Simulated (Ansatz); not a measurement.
# 4-layer 2H-WOS (2H stacking) in a perpendicular field

What dipole does a perpendicular field induce in the 4-layer 2H-WOS (2H stacking)? A positive field points along +c.

Method: plane-wave DFT, PBEsol-D3(BJ), Ansatz PAW, in the first sound run; inputs show where later runs differ, in Ansatz 0.2.0.

## Step 1: The structure

The cell holds 12 atoms: 4 S, 4 W and 4 O. Its edges and angles: a = 3.053 Å, b = 3.053 Å, c = 72.839 Å, α = 90.0°, β = 90.0°, γ = 120.0°. Regions: layer 1: 2H-WOS, 3 atoms (1 S, 1 W and 1 O); layer 2: 2H-WOS, 3 atoms (1 S, 1 W and 1 O); layer 3: 2H-WOS, 3 atoms (1 S, 1 W and 1 O); layer 4: 2H-WOS, 3 atoms (1 S, 1 W and 1 O). Vacuum lies along c.

## Step 2: Relaxing the slab

The starting cell is a guess, so the in-plane lattice and the atoms are relaxed first, with the slab cut off from its images along the normal.

input.yaml

```yaml
crystal:
  lattice:
    - [3.052956, 0.0, 0.0]
    - [-1.526478, 2.6439374526, 0.0]
    - [0.0, 0.0, 72.8388154324]
  atoms:
    - { symbol: S, position: [0.3333333333, 0.6666666667, 0.3562660904] }
    - { symbol: W, position: [0.0, 0.0, 0.3811451836] }
    - { symbol: O, position: [0.3333333333, 0.6666666667, 0.3977577572] }
    - { symbol: S, position: [0.0, 0.0, 0.4382581412] }
    - { symbol: W, position: [0.3333333333, 0.6666666667, 0.4631372345] }
    - { symbol: O, position: [0.0, 0.0, 0.479749808] }
    - { symbol: S, position: [0.3333333333, 0.6666666667, 0.520250192] }
    - { symbol: W, position: [0.0, 0.0, 0.5451292853] }
    - { symbol: O, position: [0.3333333333, 0.6666666667, 0.5617418588] }
    - { symbol: S, position: [0.0, 0.0, 0.6022422428] }
    - { symbol: W, position: [0.3333333333, 0.6666666667, 0.6271213362] }
    - { symbol: O, position: [0.0, 0.0, 0.6437339096] }
  periodic: [true, true, false]
kpoints:
  mp_grid: { grid: [12, 12, 1] }
hamiltonian:
  xc: pbesol
  dispersion: d3bj
scf:
  occupations: { method: fermi_dirac, width: 0.05 }
  convergence: { dr2_threshold: 1.0e-09 }
relax:
  f_tol: 0.004
  max_steps: 90
  cell: {}
output:
  write_potential: true
  write_density: true
  volumetric_format: npy
```

Launch:

```
> ansatz run input.yaml --threads 4 --pin off --max-ram 12288MiB --backend cpu --events-out ev --progress --plain --runs-dir out
```

Numbers of over 12 decimals in the logs are rounded to 6 here.

The log of the run:

```text
Warning: relax.cell: scf.convergence.dr2_threshold = 1e-9 eV is looser than the 1.25364300831e-10 eV advised for a relaxation that steers and ends on the stress (1e-10 eV for each atom of the cell: 12, times the square of relax.cell.stress_2d_tol = 0.05 N/m over 30.9 Å (the atoms' height at the walk's start and 5 Å past either face), 1.616e-2 GPa, over a crystal's default 0.05). What an SCF threshold leaves in a stress goes as its square root, and in the free energy as the threshold itself, and one threshold admits the most on a small cell: [figures from the program's tests cut] Set scf.convergence.dr2_threshold to 1.25364300831e-10 eV or tighter. [rest of the remark cut]
Engine: ansatz 0.2.0, aarch64-unknown-linux-gnu
Pseudopotentials: kind: paw
Pseudopotential: S, paw, valence charge 6, recommended cutoff 420 eV (normal), S.paw.azcp
Pseudopotential: W, paw, valence charge 14, recommended cutoff 420 eV (normal), W.paw.azcp
Pseudopotential: O, paw, valence charge 6, recommended cutoff 420 eV (normal), O.paw.azcp
Functional definition: PBEsol
  exchange = pbesol_x
  correlation = pbesol_c
Crystal: 12 atoms, lattice volume = 587.942 Å³
Basis set: ecut = 420 eV, 11403 PW (Γ), exchange–correlation on 48×48×1000 points (8 copies of the dense FFT grid, shifted against one another)
Bands: 64, of which v1, the nominal top of the filled ones, is band 52 counted from 1 (51 counted from 0)
Symmetry: 6 space group operations
Space group: P3m1 (ITA 156), of the structure as read, at distance tolerance 8.4e-5 Å
k-points: 19 of 144 (time reversal used)
Non-local potential: S, projectors of the file, l = 0: 2, l = 1: 2, l = 2: 2
Non-local potential: W, projectors of the file, l = 0: 3, l = 1: 2, l = 2: 2, l = 3: 1
Non-local potential: O, projectors of the file, l = 0: 2, l = 1: 2, l = 2: 1
PAW form: soft (Blöchl's): semilocal exchange-correlation on the pseudo side does not see the compensation charge
PAW frozen core: S, regenerated for the run's functional, and the local potential with it (the file was generated under x = pbe(κ = 0.804, μ = 0.219515), c = pbe(β = 0.066725))
PAW frozen core: W, regenerated for the run's functional, and the local potential with it (the file was generated under x = pbe(κ = 0.804, μ = 0.219515), c = pbe(β = 0.066725))
PAW frozen core: O, regenerated for the run's functional, and the local potential with it (the file was generated under x = pbe(κ = 0.804, μ = 0.219515), c = pbe(β = 0.066725))
PAW one-centre angular grid: S, 110 points (default); XC on 64 Gauss nodes
PAW one-centre angular grid: W, 590 points (default); XC on 64 Gauss nodes
PAW one-centre angular grid: O, 110 points (default); XC on 64 Gauss nodes
Initial density: superposition of atomic densities (neutral atoms: chi_scale 0, normalization atom), corrected by the library's trained network
Initial wavefunctions: pseudopotential atomic-orbital guess
Functional: x = pbesol(κ = 0.804, μ = 0.123457), c = pbesol(β = 0.046)
SCF iter   1: F=—  HF=-46817.099831 eV  |F-HF|=—  |Δ(HF+E_count)|=         —  Δρ=2.28e-2  dr2=3.49e2  ethr=1.77e-3  ⟨swp⟩=11.4  Hψ=8155  notcnv=0  defer=11
preconditioner: auto → LDOS  [metal: Δε(μ)=0.016 eV  Ē_g=8.660 eV  σ=0.050 eV  W_gap=0.08  n_scr=46 (ndim 8)  ℏωp=13.0 eV  f_vac=0.669  D(μ)=8.00/eV (n_scr^D=36)  β→1.0]
SCF iter   2: F=—  HF=-46817.316640 eV  |F-HF|=—  |Δ(HF+E_count)|=   2.17e-1  Δρ=1.88e-2  dr2=1.51e1  ethr=1.77e-3  ⟨swp⟩=4.2  Hψ=2777  notcnv=0  defer=54
SCF iter   3: F=—  HF=-46816.513760 eV  |F-HF|=—  |Δ(HF+E_count)|=   8.03e-1  Δρ=9.51e-3  dr2=1.24e1  ethr=1.77e-3  ⟨swp⟩=4.2  Hψ=2282  notcnv=0  defer=58
SCF iter   4: F=—  HF=-46816.411801 eV  |F-HF|=—  |Δ(HF+E_count)|=   1.02e-1  Δρ=6.54e-3  dr2=6.44e0  ethr=1.77e-3  ⟨swp⟩=3.3  Hψ=2386  notcnv=0  defer=49
SCF iter   5: F=—  HF=-46816.342007 eV  |F-HF|=—  |Δ(HF+E_count)|=   6.98e-2  Δρ=3.79e-3  dr2=5.03e0  ethr=1.77e-3  ⟨swp⟩=3.1  Hψ=2108  notcnv=0  defer=49
SCF iter   6: F=—  HF=-46816.310369 eV  |F-HF|=—  |Δ(HF+E_count)|=   3.16e-2  Δρ=2.88e-3  dr2=3.07e0  ethr=1.77e-3  ⟨swp⟩=1.4  Hψ=1461  notcnv=0  defer=46
SCF iter   7: F=—  HF=-46816.284514 eV  |F-HF|=—  |Δ(HF+E_count)|=   2.59e-2  Δρ=1.85e-3  dr2=1.13e0  ethr=1.77e-3  ⟨swp⟩=1.3  Hψ=1247  notcnv=0  defer=46
SCF iter   8: F=—  HF=-46816.269607 eV  |F-HF|=—  |Δ(HF+E_count)|=   1.49e-2  Δρ=1.89e-3  dr2=8.36e-1  ethr=1.09e-3  ⟨swp⟩=1.8  Hψ=1569  notcnv=0  defer=37
SCF iter   9: F=—  HF=-46816.262186 eV  |F-HF|=—  |Δ(HF+E_count)|=   7.42e-3  Δρ=1.22e-3  dr2=8.30e-1  ethr=8.03e-4  ⟨swp⟩=1.9  Hψ=1266  notcnv=0  defer=38
SCF iter  10: F=—  HF=-46816.231319 eV  |F-HF|=—  |Δ(HF+E_count)|=   3.09e-2  Δρ=1.46e-3  dr2=7.21e-1  ethr=7.98e-4  ⟨swp⟩=1.1  Hψ=1187  notcnv=0  defer=39
SCF iter  11: F=—  HF=-46816.237135 eV  |F-HF|=—  |Δ(HF+E_count)|=   5.82e-3  Δρ=1.73e-3  dr2=7.19e-1  ethr=6.93e-4  ⟨swp⟩=1.7  Hψ=1427  notcnv=0  defer=43
SCF iter  12: F=—  HF=-46816.262936 eV  |F-HF|=—  |Δ(HF+E_count)|=   2.58e-2  Δρ=1.33e-3  dr2=7.83e-1  ethr=6.92e-4  ⟨swp⟩=1.4  Hψ=1244  notcnv=0  defer=47
SCF iter  13: F=—  HF=-46816.245548 eV  |F-HF|=—  |Δ(HF+E_count)|=   1.74e-2  Δρ=1.58e-3  dr2=8.66e-1  ethr=6.92e-4  ⟨swp⟩=1.2  Hψ=1399  notcnv=0  defer=42
SCF iter  14: F=—  HF=-46816.216015 eV  |F-HF|=—  |Δ(HF+E_count)|=   2.95e-2  Δρ=1.72e-3  dr2=6.67e-1  ethr=6.92e-4  ⟨swp⟩=1.9  Hψ=1269  notcnv=0  defer=41
SCF iter  15: F=—  HF=-46816.195312 eV  |F-HF|=—  |Δ(HF+E_count)|=   2.07e-2  Δρ=2.17e-3  dr2=4.51e-1  ethr=6.42e-4  ⟨swp⟩=2.1  Hψ=1429  notcnv=0  defer=56
SCF iter  16: F=—  HF=-46816.160530 eV  |F-HF|=—  |Δ(HF+E_count)|=   3.48e-2  Δρ=3.11e-3  dr2=1.48e0  ethr=4.34e-4  ⟨swp⟩=5.1  Hψ=2957  notcnv=0  defer=41  recentre
SCF iter  17: F=—  HF=-46816.223437 eV  |F-HF|=—  |Δ(HF+E_count)|=   6.29e-2  Δρ=1.09e-3  dr2=6.69e-1  ethr=4.34e-4  ⟨swp⟩=2.6  Hψ=1619  notcnv=0  defer=42
SCF iter  18: F=—  HF=-46816.187262 eV  |F-HF|=—  |Δ(HF+E_count)|=   3.62e-2  Δρ=9.74e-4  dr2=5.03e-1  ethr=4.34e-4  ⟨swp⟩=1.1  Hψ=1421  notcnv=0  defer=37
SCF iter  19: F=—  HF=-46816.165746 eV  |F-HF|=—  |Δ(HF+E_count)|=   2.15e-2  Δρ=8.98e-4  dr2=4.54e-1  ethr=4.34e-4  ⟨swp⟩=1.2  Hψ=1169  notcnv=0  defer=39
SCF iter  20: F=—  HF=-46816.142405 eV  |F-HF|=—  |Δ(HF+E_count)|=   2.33e-2  Δρ=3.08e-4  dr2=2.45e-3  ethr=4.34e-4  ⟨swp⟩=1.9  Hψ=1494  notcnv=0  defer=28
SCF iter  21: F=—  HF=-46816.143303 eV  |F-HF|=—  |Δ(HF+E_count)|=   8.99e-4  Δρ=2.92e-4  dr2=1.36e-2  ethr=2.36e-6  ⟨swp⟩=2.8  Hψ=2025  notcnv=0  defer=36
SCF iter  22: F=—  HF=-46816.145842 eV  |F-HF|=—  |Δ(HF+E_count)|=   2.54e-3  Δρ=5.36e-4  dr2=1.55e-1  ethr=2.36e-6  ⟨swp⟩=2.6  Hψ=1817  notcnv=0  defer=36  recentre
[...]
relax step  10: F+E_penalty+E_count = -46818.71652650 eV  Δ(F+E_penalty+E_count) = +4.385e-5 eV  max|allowed force component| = 1.613e-3 eV/Å  Δτ_max = 0.0033 Å  P = +0.018 N/m  Ω = 551.280 Å³  energy of the carried Pulay correction = +2.250e-2 eV  fix = [c, alpha, beta]  reactions: c +0.000 N/m  (10 SCF iters, accepted)
relax step  11: F+E_penalty+E_count = -46818.70120147 eV  Δ(F+E_penalty+E_count) = +1.533e-2 eV  max|allowed force component| = 2.178e-3 eV/Å  Δτ_max = 0.0000 Å  P = -0.404 N/m  Ω = 551.280 Å³  fix = [c, alpha, beta]  reactions: c -0.000 N/m  stress off target by 4.04e-1 N/m on what of the cell is left free  SCF on the basis re-selected at this cell (its energy is not comparable with the rows above)  (10 SCF iters)
relax step  12: F+E_penalty+E_count = -46818.70152516 eV  Δ(F+E_penalty+E_count) = -3.237e-4 eV  max|allowed force component| = 9.353e-4 eV/Å  Δτ_max = 0.0005 Å  P = -0.021 N/m  Ω = 550.879 Å³  energy of the carried Pulay correction = +2.507e-4 eV  fix = [c, alpha, beta]  reactions: c -0.000 N/m  (9 SCF iters, accepted)
iter 1 solved again at ethr=1.55e-7 eV; its pass at ethr=3.10e-3 eV (dr2=1.61e-4 eV) is discarded
SCF iter   1: F=—  HF=-46818.701415 eV  |F-HF|=—  |Δ(HF+E_count)|=         —  Δρ=2.87e-6  dr2=1.56e-8  ethr=1.55e-7  ⟨swp⟩=7.9  Hψ=15663  notcnv=0
eigensolver tolerance schedule: the retry pair's looser diagonalisation over-reported the residual by 10336.02 of it (diagonalisation noise at 1.07 of the residual, at the tolerance the schedule requests for it); recorded, not acted on — ethr = c·dr2/N_el stays at c = 1.0e-1
preconditioner: auto → LDOS  [metal: Δε(μ)=0.059 eV  Ē_g=9.901 eV  σ=0.050 eV  W_gap=0.28  n_scr=46 (ndim 8)  ℏωp=13.4 eV  f_vac=0.694  D(μ)=1.04/eV (n_scr^D=12)  β→1.0]
SCF iter   2: F=—  HF=-46818.701293 eV  |F-HF|=—  |Δ(HF+E_count)|=   1.22e-4  Δρ=4.39e-6  dr2=1.51e-7  ethr=1.50e-11  ⟨swp⟩=8.1  Hψ=6712  notcnv=0
SCF iter   3: F=—  HF=-46818.701293 eV  |F-HF|=—  |Δ(HF+E_count)|=   7.71e-9  Δρ=1.30e-6  dr2=3.96e-8  ethr=1.50e-11  ⟨swp⟩=4.0  Hψ=2822  notcnv=0
SCF iter   4: F=—  HF=-46818.701293 eV  |F-HF|=—  |Δ(HF+E_count)|=   3.57e-9  Δρ=7.71e-7  dr2=1.46e-8  ethr=1.50e-11  ⟨swp⟩=3.1  Hψ=2400  notcnv=0
SCF iter   5: F=—  HF=-46818.701293 eV  |F-HF|=—  |Δ(HF+E_count)|=  5.75e-10  Δρ=4.91e-7  dr2=2.73e-9  ethr=1.40e-11  ⟨swp⟩=2.6  Hψ=1821  notcnv=0
SCF iter   6: F=-46818.701293 eV  HF=-46818.701293 eV  |F-HF|=1.49e-9  |Δ(HF+E_count)|=   2.71e-9  Δρ=2.59e-7  dr2=5.68e-10  ethr=1.00e-12  ⟨swp⟩=17.4  Hψ=13276  notcnv=0
SCF 13 converged in 6 iterations: F = -46818.701293 eV  dr2 = 5.68e-10
relax step  13: F+E_penalty+E_count = -46818.70129270 eV  Δ(F+E_penalty+E_count) = +2.325e-4 eV  max|allowed force component| = 9.164e-4 eV/Å  Δτ_max = 0.0000 Å  P = -0.025 N/m  Ω = 550.879 Å³  fix = [c, alpha, beta]  reactions: c -0.000 N/m  stress off target by 2.49e-2 N/m on what of the cell is left free  SCF on the basis re-selected at this cell (its energy is not comparable with the rows above)  (6 SCF iters)
basis re-selected at this cell: Δ(F+E_penalty+E_count) = +2.325e-4 eV, ΔP = -0.004 N/m vs the last step (what re-selecting the basis moved, of the pressure what is left beyond the Pulay correction that the steps carried, after the strain that the cell walked since its last selection, with what the two solves' SCF thresholds leave and, on support functions, any second-order correction that the steps lacked; it is no m [...]
WARN: The output density's exchange-correlation potential varies sharply where the density is thin. Do not read a vacuum level from v_tot or v_xc, or from such a field of the output density. On a cell that repeats whose density bears no net charge and no dipole along the vacuum's axis use v_es (v_loc + v_h of the components); under efield.dipole_correction with no amplitude use v_es + v_field, which holds any externa [...]
SCF converged after 6 iterations
Free energy (F): -46818.701293 eV
Harris-Foulkes:  -46818.701293 eV  (|F-HF|=1.49e-9)
Internal energy: -46818.692356 eV  (E = F + TS)
E sigma→0 (E₀):  -46818.696824 eV
Entropy (-TS):   -0.008937 eV (-0.745 meV/atom)
Fermi energy:    -4.815289 eV
--- Per-component energies (eV) ---
  E_band       = -2632.699960
  E_kinetic    = 2942.050690
  E_local      = -1441503.576449  (includes V_loc(G=0)·N_el)
  E_nonlocal   = 317.663475
  E_hartree    = 718983.005579
  E_xc         = -1742.220948
  E_vxc        = -1684.910648  (∫ρ·V_xc dr)
  E_paw        = -36688.874339  (= ΣΔE_a)
  E_vpaw       = -669.951759  (= ΣTr[D̂ρ^β])
  E_aug_tail   = 0.009541  (compensation charges beyond the density's cutoff)
  E_ewald      = 710875.388942
  E_disp       = -3.414964  (pairwise vdW)
  E_core_change = 1.276118  (= ΣΔE_core)
  E_smearing   = -0.008937  (= −TS)
  E_closure    = -0.000000  (closes the sum)
  Σ components = -46818.701293   (vs F -46818.701293, Δ=0.00e0)
--- Forces (eV/Å), atoms counted from 1 ---
  atom   1  S     -0.00000000     0.00000000    -0.00018928
  atom   2  W      0.00000000    -0.00000000    -0.00071868
  atom   3  O      0.00000000    -0.00000000     0.00091558
  atom   4  S     -0.00000000    -0.00000000     0.00006562
  atom   5  W      0.00000000     0.00000000    -0.00041762
  atom   6  O      0.00000000     0.00000000     0.00030331
  atom   7  S      0.00000000     0.00000000     0.00018209
  atom   8  W      0.00000000     0.00000000    -0.00028026
  atom   9  O     -0.00000000    -0.00000000     0.00017504
  atom  10  S      0.00000000     0.00000000    -0.00019173
  atom  11  W      0.00000000     0.00000000    -0.00042287
  atom  12  O     -0.00000000     0.00000000     0.00056904
  max |Σ_I F_I| component: 9.77e-6 eV/Å
--- 2D stress c σ (N/m, compression-positive) ---
       -0.024895      -0.000000      -0.000000
       -0.000000      -0.024895      -0.000000
       -0.000000      -0.000000      -0.000000
  P = ½ c Tr σ = -0.0249 N/m
--- Band table (eV; the first three rows and the last of 19) ---
  k-point 0: bands = [... 48 lower, -6.6035, -5.8914, -5.3183, -4.6520, -4.1259, -4.1259, -3.5544, -3.5544, ... 8 higher]
  k-point 1: bands = [... 48 lower, -6.7296, -6.0818, -5.5167, -4.8496, -4.1991, -4.1101, -3.6691, -3.5930, ... 8 higher]
  k-point 2: bands = [... 48 lower, -7.1974, -6.6254, -6.0619, -5.3622, -4.4252, -4.1306, -3.9095, -3.5796, ... 8 higher]
  k-point 18: bands = [... 48 lower, -7.4890, -6.9069, -6.3469, -5.7046, -4.7910, -4.2141, -3.6541, -3.4224, ... 8 higher]
  the weakly bound empty levels are not read free of the cell's end (no_gap_told)
--- Relaxed structure (11 steps of the walk, 11 accepted, 2 SCFs on fresh bases) ---
  F+E_penalty+E_count = -46818.70129270 eV   max|allowed force component| = 9.164e-4 eV/Å   (the final SCF, on the basis selected at the relaxed cell)
  cell:  # Å, volume = 550.8791 Å³
    - [2.955163, 0, 0]
    - [-1.477581, 2.559246, 0]
    - [0, 0, 72.8388154324]
  atoms:
    - { symbol: S, position: [0.333333, 0.666667, 0.369061] }
    - { symbol: W, position: [3.1629597904026163e-17, -2.7755575615628904e-17, 0.391486] }
    - { symbol: O, position: [0.333333, 0.666667, 0.407524] }
    - { symbol: S, position: [1.708611268224027e-17, -2.7755575615628892e-17, 0.443844] }
    - { symbol: W, position: [0.333333, 0.666667, 0.466200] }
    - { symbol: O, position: [7.623606404746918e-18, -2.775557561562888e-17, 0.482242] }
    - { symbol: S, position: [0.333333, 0.666667, 0.518436] }
    - { symbol: W, position: [-1.3270857515075721e-17, -2.7755575615628907e-17, 0.540790] }
    - { symbol: O, position: [0.333333, 0.666667, 0.556824] }
    - { symbol: S, position: [-2.780234288242398e-17, -2.7755575615628907e-17, 0.593152] }
    - { symbol: W, position: [0.333333, 0.666667, 0.615534] }
    - { symbol: O, position: [-3.760239175085078e-17, -2.7755575615628926e-17, 0.631440] }
```

Run time: 8.3 min. Hardware: 4 threads of Arm Neoverse V1, shared host; peak memory 1.5 GiB; 33 min of CPU time.

The steps of the relaxation:

```csv
step,energy less that of the first step (eV),largest force component (eV/Å),volume (Å³)
1,0.0000,3.4379,587.94
2,-2.0608,2.2187,554.39
3,-2.3822,0.6687,544.58
4,-2.4727,0.2621,553.02
5,-2.5324,0.0668,550.89
6,-2.5663,0.0344,550.76
7,-2.5709,0.0526,551.27
8,-2.5714,0.1862,551.53
9,-2.5735,0.0067,551.15
10,-2.5734,0.0016,551.28
11*,-2.5581,0.0022,551.28
12,-2.5584,0.0009,550.88
13*,-2.5582,0.0009,550.88
```

Relaxation steps marked * repeat the geometry before them on a plane-wave basis chosen anew for their cell, so energy and pressure can jump there.

The run keeps the 6 symmetry operations that it works with, so distortions that break them were not tested.

```csv
cell as run,before,after,change
a (Å),3.053,2.955,-3.2 %
b (Å),3.053,2.955,-3.2 %
```

The atoms that moved most (Å, along periodic axes as changes of fractional coordinates times the final cell, across vacuum about the mean position):

```csv
atom,dx,dy,dz,length
S1,0.000,0.000,0.932,0.932
O12,0.000,0.000,-0.895,0.895
W11,0.000,0.000,-0.844,0.844
W2,0.000,0.000,0.753,0.753
O3,0.000,0.000,0.711,0.711
S10,0.000,0.000,-0.662,0.662
S4,0.000,0.000,0.407,0.407
O9,0.000,0.000,-0.358,0.358
```

This step gave:

```
energy at zero smearing : -46818.6968 eV
```

The lattice constant a goes from 3.053 to 2.955 Å.

(Part 1 of 4 ends here.)

[Logs are printed without paths, hosts, clocks, repeated set-up lines and the standing remarks that a program may print on its own settings, such as how far it seeks lower states.]

[Hosts, paths, dates, database ids (printed as entryN), source tags and the programs' standing remarks are cut or masked in the printed files.]

[Maps of the electrostatic potential energy from Ansatz leave out the sawtooth potential of an applied field or a dipole correction, so their vacuum need not be flat; planar profiles and work functions include it.]
